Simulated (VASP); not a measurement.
TiTe2, 3 atoms in the cell. It takes space group R3m (No. 160, trigonal). Conventional cell: a = 3.760 Å, b = 3.760 Å, c = 20.445 Å, α = 90.00°, β = 90.00°, γ = 120.00°. Ti (site symmetry 3m) has 6 Te at 2.78 to 2.80 Å as nearest neighbours. Te (site symmetry 3m) is surrounded by 3 Ti at 2.80 Å. Around Te (site symmetry 3m) lie 3 Ti at 2.78 Å. The cell was built by a generator and needn't be a form met in nature.

```yaml
Program: VASP 6.6.1
Task: single point
Functional: PBE
Potentials_or_basis: VASP PAW PBE potentials, release 64 (Ti_sv, Te)
Cutoff: 520 eV
k_mesh: 6 × 6 × 6
Occupations: fermi-dirac, width 0.02 eV
Spin: no spin polarisation
Dipole_correction: no
Further_INCAR_settings: ALGO = Normal; EDIFF = 1e-06; NBANDS = 19
```

Potentials or basis: VASP PAW PBE potentials, release 64 (Ti_sv, Te).

Run with:

```bash
$ cat potpaw_PBE.64/Ti_sv/POTCAR potpaw_PBE.64/Te/POTCAR > POTCAR
$ mpirun -np 1 vasp_std > vasp.out
```

Hardware: 1 thread of Intel(R) Xeon(R) 6975P-C (Granite Rapids), on a shared host.

Q: How long does it take, and how much memory?

A: Wall time 87 s on 1 thread of Intel(R) Xeon(R) 6975P-C (Granite Rapids) (shared host), peak memory 0.39 GiB. Counts: scf iterations 17, k points 32.
